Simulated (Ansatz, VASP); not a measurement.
**Two plane-wave programs on Zn**

File INCAR:

```
  ALGO = Fast
  EDIFF = 1E-6
  ENCUT = 520
  ISIF = 2
  ISMEAR = 0
  LASPH = True
  LCHARG = True
  LELF = True
  LREAL = False
  LVHAR = True
  LWAVE = False
  NBANDS = 19
  NELM = 60
  PREC = Accurate
  SIGMA = 0.15
```

KPOINTS

```
k-points
0
Gamma
  21 21 10
```

File POSCAR:

```
Zn
1.0
    2.6647980532      0.0000000000      0.0000000000
   -1.3323990266      2.3077828100      0.0000000000
    0.0000000000      0.0000000000      5.0951010000
Zn
2
Direct
    0.3333333333      0.6666666667      0.2500000000
    0.6666666667      0.3333333333      0.7500000000
```

Input for Ansatz:

```yaml
crystal:
  lattice:
    - [2.6647980532, 0.0, 0.0]
    - [-1.3323990266, 2.30778281, 0.0]
    - [0.0, 0.0, 5.095101]
  atoms:
    - { symbol: Zn, position: [0.3333333333, 0.6666666667, 0.25] }
    - { symbol: Zn, position: [0.6666666667, 0.3333333333, 0.75] }
basis:
  ecutwfc: 420
kpoints:
  mp_grid: { grid: [21, 21, 10] }
hamiltonian:
  xc: lda
scf:
  occupations: { method: gaussian, width: 0.15 }
output:
  forces: true
  stress: true
  eigenvalues: true
```

Change from the starting cell: strain +0.000 along x and y, +0.030 along z, atoms carried along.

Alike in both runs: task single point; functional LDA; k mesh 21 × 21 × 10; occupations gaussian, width 0.15 eV; no spin polarisation.

|  | VASP | Ansatz |
| --- | --- | --- |
| version | VASP 6.6.1 | Ansatz 0.2.0 |
| potentials or method | VASP PAW LDA potentials, release 64 (Zn) | scalar-relativistic, plane waves, PAW |
| plane-wave cutoff (eV) | 520 | 420 |
| valence electrons in the cell | 24 | 24 |

VASP gave:

```
gap on the k mesh at the Fermi level (eV)       : none
pressure (GPa)                                  : -9.4
largest component of the traceless stress (GPa) : 2.71
```

**Question.** Estimate Ansatz's values.

**Answer.** gap on the k mesh at the Fermi level (eV): none; pressure (GPa): -9.9; largest component of the traceless stress (GPa): 2.92.

A gap of «none» marks a metal or a gap that the smearing closes.
